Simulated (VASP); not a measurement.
# ZnSe: self-consistent run, by functional and exact exchange

ZnSe, F-43m (no. 216), 2 atoms in the cell.

| Functional | Exact exchange | Pressure (GPa) | Gap on the mesh (eV) | Time (s) |
|---|---|---|---|---|
| B1WC | 0.16 | -1.24 | 2.303 | 84 |
| B3LYP | 0.2 | 3.85 | 2.712 | 86 |
| B97-1 | 0.21 | 3.28 | 2.965 | 135 |
| HSE06 | 0.25 | 1.29 | 2.302 | 110 |
| PBEsol0 | 0.25 | -1.26 | 3.016 | 115 |
| APBE0 | 0.25 | 1.85 | 3.181 | 106 |
| PBE0 (PBEH) | 0.25 | 1.05 | 3.136 | 107 |
| HSE12 | 0.313 | 0.93 | 2.675 | 120 |

Limits: the k mesh is coarse, so the gap and the pressure can be far off.

## Input of the first row

INCAR.step1:
```
PREC = Accurate
ENCUT = 450
EDIFF = 1E-5
ISMEAR = 0
SIGMA = 0.02
LREAL = F
LASPH = T
ALGO = Normal
NELM = 100
ISIF = 2
LWAVE = T
LCHARG = F
GGA = PE
```

INCAR.step2:
```
PREC = Accurate
ENCUT = 450
EDIFF = 1E-6
ISMEAR = 0
SIGMA = 0.02
LREAL = F
LASPH = T
ALGO = Normal
NELM = 100
ISIF = 2
LWAVE = F
LCHARG = F
ISTART = 1
LHFCALC = T
AEXX = 0.16
PRECFOCK = Fast
GGA = LIBXC
LIBXC1 = HYB_GGA_XC_B1WC
```

KPOINTS:
```
k-points
0
Gamma
  4 4 4
```

POSCAR:
```
ZnSe
1.0
    0.0000000000      2.8338000000      2.8338000000
    2.8338000000      0.0000000000      2.8338000000
    2.8338000000      2.8338000000      0.0000000000
Se Zn
1 1
Direct
    0.7500000000      0.7500000000      0.7500000000
    0.0000000000      0.0000000000      0.0000000000
```

Commands (each step's output is kept before the next begins):
```
cat potpaw_PBE.64/Se/POTCAR potpaw_PBE.64/Zn/POTCAR > POTCAR
cp INCAR.step1 INCAR
mpirun -np 1 vasp_std > vasp.out
cp INCAR.step2 INCAR
mpirun -np 1 vasp_std > vasp.out
```

Changes of the last row against the first:
```
(step 2)
- AEXX = 0.16
- LIBXC1 = HYB_GGA_XC_B1WC
+ AEXX = 0.313
+ LIBXC1 = HYB_GGA_XC_HSE12
+ HFSCREEN = 0.185
```

VASP 6.6.1 took 84 s on 1 core (Intel Xeon Platinum 8488C (Sapphire Rapids)), a shared host.
